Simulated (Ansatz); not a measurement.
Sn:

```
Sn
1.0
    -2.02919    2.02919    1.66076
     2.02919   -2.02919    1.66076
     2.02919    2.02919   -1.66076
Sn
1
Cartesian
  0.0000 0.0000 0.0000
```

This isn't the form of Sn at room conditions, which is tetragonal (white tin).

| Property | Result |
| --- | --- |
| Program | Ansatz 0.2.0 |
| Task | relaxation of cell and atoms |
| Functional | PBEsol |
| Dispersion | D3(BJ)-ATM |
| Potentials or basis | Ansatz PAW |
| Cutoff | 420 eV (not typed: the program's choice for these potentials) |
| k mesh | 10 × 10 × 10 |
| Occupations | fermi-dirac, width 0.05 eV |
| Spin | no spin polarisation |

At the start: volume 27.35 Å³/atom.

Task: Where does the relaxation end?

Result: It ends after 5 steps and the volume is 25.17 Å³/atom (-8.0 %); space group I4/mmm (No. 139, to 0.05 Å).

Step by step:
```tsv
step	energy change (eV)	largest force (eV/Å)	volume (Å³)
1	0.0000	0.0000	27.35
2	-0.0313	0.0000	24.96
3	-0.0321	0.0000	25.22
4	-0.0321	0.0000	25.17
5	-0.0317	0.0000	25.17
```

Final structure:
```yaml
crystal:
  lattice:
    - [-1.95860, 1.95860, 1.64052]
    - [1.95860, -1.95860, 1.64052]
    - [1.95860, 1.95860, -1.64052]
  atoms:
    - { symbol: Sn, position: [0.00000, 0.00000, 0.00000] }
```

Caveat: the plane-wave basis is chosen anew once the cell has moved, so the energies of steps on either side of that aren't comparable; pairwise dispersion overbinds metals, which lowers pressure and volume; the PAW data sets come from PBE, with cores solved anew for the run's functional, which leaves a small shift of forces and pressure.
